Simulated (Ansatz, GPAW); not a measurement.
## One calculation of BP, 3 ways

```
P B
1.0
     0.00000    2.26900    2.26900
     2.26900    0.00000    2.26900
     2.26900    2.26900    0.00000
P B
1 1
Direct
  0.75000 0.75000 0.75000
  0.00000 0.00000 0.00000
```

Alike in all runs: task single point; functional PBE; k mesh 10 × 10 × 10; occupations gaussian, width 0.017 eV; no spin polarisation; no spin-orbit coupling. Pressure is positive in compression and, in plane waves, holds the error of the finite cutoff, which Ansatz's Pulay term estimates and takes out.

```tsv
program and potentials	plane-wave cutoff (eV)	notes	band gap (eV)	pressure (GPa)
Ansatz, Ansatz PAW	420	Pulay term of +0.13 GPa included	1.24	1.13
GPAW, GPAW PAW data sets (gpaw-data 1.2.1)	800	-	1.24	1.38
Ansatz, all-electron LAPW, scalar-relativistic	-	-	?	?
```

Question: Estimate from the other rows what the run with Ansatz, all-electron LAPW, scalar-relativistic gave.

Answer: Band gap 1.25 eV; pressure 1.09 GPa. The other rows, which needn't bracket it: band gap 1.24; pressure 1.13 to 1.38.
